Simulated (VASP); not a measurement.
The system is KBr.

```
CELL_PARAMETERS angstrom
0.00000 3.30000 3.30000
3.30000 0.00000 3.30000
3.30000 3.30000 0.00000
ATOMIC_POSITIONS crystal
K 0.00000 0.00000 0.00000
Br 0.50000 0.50000 0.50000
```

* Program: VASP 6.6.1
* Task: relaxation of cell and atoms
* Functional: PBE
* Potentials or basis: VASP PAW PBE potentials, release 64 (K_sv, Br)
* Cutoff: 600 eV
* k mesh: 8 × 8 × 8
* Occupations: gaussian, width 0.03 eV
* Spin: no spin polarisation

At the start: pressure 0.8 GPa; volume 35.94 Å³/atom.

Question: How do energy, volume and symmetry change on relaxing?

Answer: Over 3 steps the energy falls by 4.2 meV/atom and the volume is 37.64 Å³/atom (+4.7 %); space group Fm-3m (No. 225, to 0.05 Å).

Step by step:
```csv
step,energy change (eV),largest force (eV/Å),pressure (GPa),volume (Å³)
1,0.0000,0.0000,0.77,71.87
2,-0.0063,0.0000,0.35,73.69
3,-0.0084,0.0000,0.04,75.28
```

Final structure:
```
K Br
1.0
     0.00000    3.35137    3.35137
     3.35137    0.00000    3.35137
     3.35137    3.35137    0.00000
K Br
1 1
Direct
  0.00000 0.00000 0.00000
  0.50000 0.50000 0.50000
```
